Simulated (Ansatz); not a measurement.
The structure comes from a relaxation in the same program, started in the hcp type, and has space group P6_3/mmc. Whether it is a known phase or the ground state wasn't checked.

Sb: DFT, PBE, PAW with Ansatz's default frozen-core files, scalar-relativistic (Ansatz 0.2.0).

```yaml
crystal:
  lattice:
    - [3.4565403489, 0.0, 0.0]
    - [-1.7282701744, 2.9934517514, 0.0]
    - [0.0, 0.0, 5.3039431542]
  atoms:
    - { symbol: Sb, position: [0.3333333333, 0.6666666667, 0.25] }
    - { symbol: Sb, position: [0.6666666667, 0.3333333333, 0.75] }
kpoints:
  mp_grid: { grid: [13, 13, 7] }
  band_path:
    path:
      - [0.0, 0.0, 0.0]
      - [0.5, 0.0, 0.0]
      - [0.3333333333, 0.3333333333, 0.0]
      - [0.0, 0.0, 0.0]
      - [0.0, 0.0, 0.5]
      - [0.5, 0.0, 0.5]
      - [0.3333333333, 0.3333333333, 0.5]
      - [0.0, 0.0, 0.5]
      - [0.5, 0.0, 0.5]
    npoints: 8
scf:
  occupations: { method: fermi_dirac, width: 0.05 }
hamiltonian:
  xc: pbe
  pseudopotentials: { kind: paw }
output:
  forces: true
  stress: true
  eigenvalues: true
  efg: { contact_densities: true }
  populations: true
  bader: true
  dos: { projected: true, de: 0.2, e_range: [-14, 8] }
```

Output:

```
Sb: output.efg is read without spin–orbit coupling, which moves field gradients at and beside such atoms by some per cent and up to a factor of two; PAW files take it under magnetization.noncollinear and magnetization.spin_orbit
Engine: ansatz 0.2.0
Pseudopotentials: kind: paw
Pseudopotential: Sb, paw, valence charge 15, recommended cutoff 420 eV (normal)
Functional definition: PBE
  parameter kappa = 0.804
  parameter beta = 0.06672455060314922
  exchange = pbe_x(kappa = kappa, mu = beta*pi^2/3)
  correlation = pbe_c(beta = beta)
Crystal: 2 atoms, lattice volume = 54.880 Å³
Basis set: ecut = 420 eV, 1091 PW (Γ), exchange–correlation on 48×48×72 points (8 copies of the dense FFT grid, shifted against one another)
Bands: 19, of which v1, the nominal top of the filled ones, is band 15 counted from 1 (14 counted from 0)
Symmetry: 24 space group operations
Space group: P63/mmc (ITA 194), of the structure as read, at distance tolerance 3.8e-5 Å
k-points: 84 of 1183
Non-local potential: Sb, projectors of the file, l = 0: 2, l = 1: 2, l = 2: 2, l = 3: 2
PAW form: soft (Blöchl's): semilocal exchange-correlation on the pseudo side does not see the compensation charge
PAW one-centre angular grid: Sb, 590 points (default); XC on 64 Gauss nodes
Initial density: superposition of atomic densities (neutral atoms: chi_scale 0, normalization atom), corrected by the library's trained network
Initial wavefunctions: pseudopotential atomic-orbital guess
Functional: x = pbe(κ = 0.804, μ = 0.2195149727645171), c = pbe(β = 0.06672455060314922)
SCF iter   1: F=—  HF=-12968.423191 eV  |F-HF|=—  |Δ(HF+E_count)|=         —  Δρ=1.36e-3  dr2=5.88e-4  ethr=1.77e-3  ⟨swp⟩=5.9  Hψ=7809  notcnv=0
preconditioner: auto → Kerker (q_TF=auto, 2.467 Å⁻¹)  [metal: Δε(μ)=0.062 eV  Ē_g=8.415 eV  σ=0.050 eV  W_gap=0.30  n_scr=22 (ndim 8)  ℏωp=15.9 eV  f_vac=0.000  D(μ)=1.39/eV (n_scr^D=8)]
SCF iter   2: F=—  HF=-12968.421963 eV  |F-HF|=—  |Δ(HF+E_count)|=   1.23e-3  Δρ=8.42e-4  dr2=2.48e-4  ethr=1.96e-6  ⟨swp⟩=2.3  Hψ=3539  notcnv=0
SCF iter   3: F=—  HF=-12968.422088 eV  |F-HF|=—  |Δ(HF+E_count)|=   1.26e-4  Δρ=4.62e-4  dr2=8.10e-5  ethr=8.25e-7  ⟨swp⟩=2.0  Hψ=2616  notcnv=0
SCF iter   4: F=—  HF=-12968.422142 eV  |F-HF|=—  |Δ(HF+E_count)|=   5.37e-5  Δρ=1.22e-4  dr2=4.33e-6  ethr=2.70e-7  ⟨swp⟩=2.9  Hψ=2817  notcnv=0
SCF iter   5: F=—  HF=-12968.422140 eV  |F-HF|=—  |Δ(HF+E_count)|=   1.62e-6  Δρ=3.41e-5  dr2=3.84e-7  ethr=1.44e-8  ⟨swp⟩=2.0  Hψ=2826  notcnv=0
SCF iter   6: F=-12968.422140 eV  HF=-12968.422140 eV  |F-HF|=4.01e-9  |Δ(HF+E_count)|=   9.11e-8  Δρ=3.84e-6  dr2=9.71e-9  ethr=3.33e-10  ⟨swp⟩=6.3  Hψ=7286  notcnv=0
SCF 1 converged in 6 iterations: F = -12968.422140 eV  dr2 = 9.71e-9
  greatest PAW one-centre occupation: 0.996 electrons in one spin orbital (limit 2), on the Sb atom at site 1 (counted from 0), in its partial waves of l = 2
NSCF: frozen V_eff on 65 k-points
SCF converged after 6 iterations
Free energy (F): -12968.422140 eV
Harris-Foulkes:  -12968.422140 eV  (|F-HF|=4.01e-9)
Internal energy: -12968.410781 eV  (E = F + TS)
E sigma→0 (E₀):  -12968.416461 eV
Entropy (-TS):   -0.011359 eV (-5.680 meV/atom)
Fermi energy:    11.382315 eV
--- Per-component energies (eV) ---
  E_band       = -297.243338
  E_kinetic    = 412.596720
  E_local      = -2900.007904  (includes V_loc(G=0)·N_el)
  E_nonlocal   = 722.720043
  E_hartree    = 1322.537330
  E_xc         = -276.850367
  E_vxc        = -192.387910  (∫ρ·V_xc dr)
  E_paw        = -9148.671187  (= ΣΔE_a)
  E_vpaw       = -985.233047  (= ΣTr[D̂ρ^β])
  E_aug_tail   = -0.000003  (compensation charges beyond the density's cutoff)
  E_ewald      = -3100.735414
  E_smearing   = -0.011359  (= −TS)
  E_closure    = -0.000000  (closes the sum)
  Σ components = -12968.422140   (vs F -12968.422140, Δ=0.00e0)
--- Forces (eV/Å), atoms counted from 1 ---
  atom   1  Sb    -0.00000000    -0.00000000     0.00000000
  atom   2  Sb     0.00000000     0.00000000     0.00000000
  max |Σ_I F_I| component: 4.63e-18 eV/Å
--- Stress (GPa, compression-positive) ---
       -0.013868      -0.000000       0.000000
        0.000000      -0.013868       0.000000
        0.000000       0.000000      -0.028605
  P = ⅓ Tr σ = -0.0188 GPa (-0.188 kbar)
--- PAW observables at the nuclei: V_zz in 10²¹ V/m², potentials from the cell's mean, atoms counted from 1 ---
  atom   1  Sb V_zz =    +1.853913   η = 0.0000   by run symmetry: allowed
            electrostatic potential = -8411.301635 V   contact ρ = 1350149.804553 e/Å³
  atom   2  Sb V_zz =    +1.853913   η = 0.0000   by run symmetry: allowed
            electrostatic potential = -8411.301635 V   contact ρ = 1350149.804553 e/Å³
--- Band table (eV; the first three rows and the last of 84) ---
  k-point 0: bands = ["-17.9363", "-17.9361", "-17.9330", "-17.9330", "-17.9252", "-17.9252", "-17.9206", "-17.9206", "-17.8711", "-17.8711", "-1.4161", "2.8352", "5.8000", "14.1913", "14.1913", "16.0142", "16.0142", "17.4053", "18.3075"]
  k-point 1: bands = ["-17.9373", "-17.9373", "-17.9362", "-17.9360", "-17.9227", "-17.9227", "-17.9177", "-17.9177", "-17.8723", "-17.8723", "-1.3064", "2.2522", "6.5970", "14.2761", "14.2761", "15.9329", "15.9329", "16.5076", "18.3982"]
  k-point 2: bands = ["-17.9400", "-17.9400", "-17.9359", "-17.9358", "-17.9280", "-17.9280", "-17.9057", "-17.9057", "-17.8762", "-17.8762", "-0.9778", "1.2477", "8.2384", "14.5199", "14.5199", "14.5618", "15.6873", "15.6873", "18.6729"]
  k-point 83: bands = ["-17.9506", "-17.9501", "-17.9294", "-17.9068", "-17.9024", "-17.9001", "-17.8905", "-17.8900", "-17.8721", "-17.8695", "3.1590", "3.3612", "6.9998", "7.1699", "8.1443", "8.8379", "14.3633", "14.7840", "19.0320"]
--- Löwdin populations: 2 sites ---
  site symbol       q [e]
     0     Sb     14.9425
     1     Sb     14.9425
  spilling = 0.003833 (of n_electrons = 30.000000)
--- Bader charges: 2 sites ---
  site symbol  charge [e]  shift [e]
     0     Sb      0.0000     0.0000
     1     Sb      0.0000     0.0000
  estimated error of the sums over rays = 8.9e-5 e
```

populations.tsv:

```
# site	symbol	l	j	q
# orbitals = lowdin
# n_electrons = 30.000000
# spilling = 0.003833
0	Sb	0_5S	-	1.906158
0	Sb	1_5P	-	3.037668
0	Sb	2_4D	-	9.998672
1	Sb	0_5S	-	1.906158
1	Sb	1_5P	-	3.037668
1	Sb	2_4D	-	9.998672
```

bader_charges.tsv:

```
# site	symbol	x_ang	y_ang	z_ang	partial_charge_e	electrons	volume_ang3	relative_density_drop	shared_charge_e	partial_wave_shift_e
# quadrature_error_electrons = 8.9e-5
0	Sb	0.0000	1.9956	1.3260	0.00000	51.00000	27.44	-	0.00000	0.00000
1	Sb	1.7283	0.9978	3.9780	0.00000	51.00000	27.44	-	0.00000	0.00000
```
